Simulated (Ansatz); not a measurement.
**AgCl: equation of state**

One table from this session's results is given with a row withheld; the runs are named, their logs left out.

Method: DFT PBE, scalar-relativistic, in Ansatz 0.2.0.

## The starting structure

Symmetry: Fm-3m, No. 225, cubic system. The conventional cell has a = 5.546 Å, b = 5.546 Å, c = 5.546 Å, α = 90.00°, β = 90.00°, γ = 90.00°. Ag (site symmetry m-3m) has 6 Cl at 2.77 Å as nearest neighbours. Cl (site symmetry m-3m) is surrounded by 6 Ag at 2.77 Å.

Structure file:

```
Ag Cl
1.0
     0.00000    2.77315    2.77315
     2.77315    0.00000    2.77315
     2.77315    2.77315    0.00000
Ag Cl
1 1
Direct
  0.50000 0.50000 0.50000
  0.00000 0.00000 0.00000
```

Atoms are numbered in the order of the input: Ag1, Cl2.

The first run:

File input.yaml:

```yaml
crystal:
  lattice:
    - [0.0, 2.7165392174, 2.7165392174]
    - [2.7165392174, 0.0, 2.7165392174]
    - [2.7165392174, 2.7165392174, 0.0]
  atoms:
    - { symbol: Ag, position: [0.5, 0.5, 0.5] }
    - { symbol: Cl, position: [0.0, 0.0, 0.0] }
kpoints:
  mp_grid: { grid: [8, 8, 8] }
  band_path:
    path:
      - [0.0, 0.0, 0.0]
      - [0.5, 0.0, 0.5]
      - [0.625, 0.25, 0.625]
      - [0.375, 0.375, 0.75]
      - [0.0, 0.0, 0.0]
      - [0.5, 0.5, 0.5]
      - [0.5, 0.25, 0.75]
      - [0.5, 0.0, 0.5]
    npoints: 5
scf:
  occupations: { method: fermi_dirac, width: 0.02 }
hamiltonian:
  xc: pbe
  pseudopotentials: { kind: all_electron, lapw: { basis_error: 0.0005 } }
output:
  forces: true
  stress: true
  eigenvalues: true
```

Command:

```bash
> ansatz run input.yaml --threads 1 --pin off --max-ram 3072MiB --backend cpu --events-out ev --progress --plain --runs-dir out
```

Steps of the session up to this table: Volume × 0.94, LAPW; Volume × 0.94, PAW; Volume × 0.94, crystal datasets; Volume × 0.96, LAPW; Volume × 0.98, LAPW; Volume × 0.98, crystal datasets; Volume × 0.99, LAPW; Volume × 0.99, PAW; Volume × 0.99, crystal datasets; Volume × 1.01, LAPW; Volume × 1.01, PAW; Volume × 1.01, crystal datasets; Volume × 1.02, LAPW; Volume × 1.02, crystal datasets; Volume × 1.04, LAPW; Volume × 1.06, LAPW; Volume × 1.06, PAW; Volume × 1.06, crystal datasets.

One of the session's tables, all rows but one given; the rest of the session is left out.

It belongs to the step «The equation of state». 

```
          method  volume (Å³/atom)  pressure (GPa)  gap on the k mesh (eV)
            LAPW            20.047            5.25                    0.91
            LAPW            20.473            3.89                    0.91
            LAPW            20.900            2.68                    0.91
            LAPW            21.113            2.13                    0.91
            LAPW            21.540            1.13                    0.92
            LAPW            21.753            0.67                    0.92
            LAPW            22.180               ?                       ?
            LAPW            22.606           -0.91                    0.93
             PAW            20.047            5.25                    0.90
             PAW            21.113            2.13                    0.91
             PAW            21.540            1.13                    0.91
             PAW            22.606           -0.91                    0.93
crystal datasets            20.047            5.25                    0.91
crystal datasets            20.900            2.68                    0.91
crystal datasets            21.113            2.13                    0.91
crystal datasets            21.540            1.13                    0.92
crystal datasets            21.753            0.67                    0.92
crystal datasets            22.606           -0.91                    0.93
```

Q: Estimate the row for LAPW, 22.180 from the others.

The run gave: pressure (GPa): -0.17; gap on the k mesh (eV): 0.93. In the column «pressure (GPa)» it lies between crystal datasets, 22.606 (-0.91) and LAPW, 21.753 (0.67).

Limits of these values: Warnings in the runs' records: gradients without spin orbit, crystal datasets made.
